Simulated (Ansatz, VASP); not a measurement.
This is a calculation of AgCl (Chlorargyrite) for Ansatz 0.2.0.

File input.yaml:

```yaml
crystal:
  lattice:
    - [0.0, 2.7886410693, 2.7886410693]
    - [2.7886410693, 0.0, 2.7886410693]
    - [2.7886410693, 2.7886410693, 0.0]
  atoms:
    - { symbol: Ag, position: [0.0, 0.0, 0.0] }
    - { symbol: Cl, position: [0.5, 0.5, 0.5] }
hamiltonian:
  xc: pbesol
  pseudopotentials: { kind: paw }
kpoints:
  mp_grid: { grid: [8, 8, 8] }
scf:
  occupations: { method: fermi_dirac, width: 0.05 }
output:
  forces: true
  stress: true
  eigenvalues: true
```

Potentials or basis: Ansatz PAW.

Command:

```bash
$ ansatz run input.yaml --threads 2 --pin off --max-ram 5632MiB --backend cpu --events-out ev --progress --plain --runs-dir out
```

Q: Set up the same calculation for VASP 6.6.1. Potentials there: VASP PAW PBE potentials, release 64 (Ag, Cl).

A: As run (the cutoff follows the program's own potentials):

The input INCAR:

```
SYSTEM = AgCl
PREC     = Accurate       ! precision mode
ENCUT    = 520            ! plane-wave cutoff, eV
EDIFF    = 1E-7           ! SCF threshold, eV
ISMEAR   = -1             ! smearing method
SIGMA    = 0.05           ! smearing width, eV
LREAL    = .FALSE.        ! projectors in reciprocal space
LASPH    = .TRUE.         ! aspherical terms in the spheres
NELM     = 60             ! most SCF steps
ALGO     = Normal         ! electronic algorithm
ISIF     = 2              ! what is computed and relaxed
LWAVE    = .FALSE.        ! write WAVECAR
LCHARG   = .FALSE.        ! write CHGCAR
GGA      = PS             ! functional
NBANDS   = 16             ! bands
```

File KPOINTS:

```
Automatic mesh
0
G
  8 8 8
  0 0 0
```

File POSCAR:

```
AgCl
1.0
    0.0000000000      2.7886410693      2.7886410693
    2.7886410693      0.0000000000      2.7886410693
    2.7886410693      2.7886410693      0.0000000000
Ag Cl
1 1
Direct
    0.0000000000      0.0000000000      0.0000000000
    0.5000000000      0.5000000000      0.5000000000
```

Potentials or basis: VASP PAW PBE potentials, release 64 (Ag, Cl).

The run is started by

```console
$ cat potpaw_PBE.64/Ag/POTCAR potpaw_PBE.64/Cl/POTCAR > POTCAR
$ mpirun -np 1 vasp_std > vasp.out
```

Both were run:

|  | VASP | Ansatz | Ansatz less VASP |
| --- | --- | --- | --- |
| gap on the k mesh at the Fermi level (eV) | 0.74 | 0.74 | +0.002 |
| least direct gap on the mesh (eV) | 2.99 | 2.99 | +0.001 |
| pressure (GPa) | -3.4 | -3.3 | +0.09 |

With one functional, cell and mesh, what is left measures potentials, basis and numerics. The two sets of potentials don't hold the same shells in valence.

Caveats: the PAW data sets were made with another functional, which shifts forces and pressure a little (VASP); the PAW data sets come from PBE, with cores solved anew for the run's functional, which leaves a small shift of forces and pressure (Ansatz). A k mesh can miss the band edges.
